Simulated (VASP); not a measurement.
Sheet: MoS2, a sheet with vacuum.

```
S Mo
1.0
     3.16100    0.00000    0.00000
    -1.58050    2.73751    0.00000
     0.00000    0.00000   21.13000
S Mo
2 1
Direct
  0.66667 0.33333 0.42593
  0.66667 0.33333 0.57407
  0.33333 0.66667 0.50000
```

The cell was built by a generator and needn't be a form met in nature.

Program: VASP 6.6.1. Alike in all runs: task single point; no spin polarisation; cell as given; k mesh 8 × 8 × 1; cutoff (eV) 520; smearing fermi-dirac 0.05 eV. Hardware: 1 thread of Intel(R) Xeon(R) Platinum 8488C (Sapphire Rapids) (shared host).

Problem. Order these runs on this cell by their wall time, lowest first.
A. level PBEsol; potentials or basis VASP PAW PBE potentials, release 64 (S, Mo_sv)
B. level optB86b-vdW; potentials or basis VASP PAW PBE potentials, release 64 (S, Mo_sv)
C. level LDA; potentials or basis VASP PAW LDA potentials, release 64 (S, Mo_sv)

Solution. C (41 s), A (86 s), B (300 s).

Runs at the PBE level aren't shown here.
